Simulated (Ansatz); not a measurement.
# C: the cost of one run

Program: Ansatz 0.2.0. Level of theory: DFT PBE+D3(BJ), scalar-relativistic, plane waves, PAW. These are calculated values, not measurements.

The COD entry's cell or inner coordinates are ideal or old and differ from later refinements, so a difference from it is no clean test against experiment.

4 further runs of the same task are left out: 1 that didn't finish, 3 set aside as unsound or not needed.

## Step 1: The system as given

Symmetry: P6_3/mmc, No. 194, hexagonal system. Conventional cell: a = 2.465 Å, b = 2.465 Å, c = 6.738 Å, α = 90.00°, β = 90.00°, γ = 120.00°. C (site symmetry -6m2) is surrounded by 3 C at 1.42 Å.

Structure file:

```xyz
4
Lattice="2.4650 0.0000 0.0000 -1.2325 2.1347 0.0000 0.0000 0.0000 6.7384" Properties=species:S:1:pos:R:3 pbc="T T T"
C     0.0000    0.0000    0.0168
C     0.0000    0.0000    3.3861
C     0.0000    1.4232    0.0168
C     1.2325    0.7116    3.3861
```

This cell was relaxed beforehand with the same method: volume 8.86 Å³/atom, gap on the mesh none (metal).

## Step 2: The bulk in the cell of the plane

Input file input.yaml:

```yaml
crystal:
  lattice:
    - [2.4649796689, 0.0, 0.0]
    - [-1.2324898345, 2.1347350131, 0.0]
    - [0.0, 0.0, 6.7384331569]
  atoms:
    - { symbol: C, position: [0.0, 0.0, 0.0025000175] }
    - { symbol: C, position: [0.0, 0.0, 0.5025000175] }
    - { symbol: C, position: [0.3333333333, 0.6666666667, 0.0024999825] }
    - { symbol: C, position: [0.6666666667, 0.3333333333, 0.5024999825] }
basis:
  ecutwfc: 420
kpoints:
  mp_grid: { grid: [15, 15, 5] }
hamiltonian:
  xc: pbe
  dispersion: d3bj
scf:
  occupations: { method: gaussian, width: 0.1 }
output:
  forces: true
  stress: true
  eigenvalues: true
```

Started as:

```
$ ansatz run input.yaml --threads 1 --pin off --max-ram 2560MiB --backend cpu --events-out ev --progress --plain --runs-dir out
```

Q: Estimate wall time and peak memory on 1 thread of Intel Xeon Platinum 8259CL at 2.50GHz (Skylake/Cascade Lake), shared host.

About 2.3 s, with a peak of 0.36 GiB.
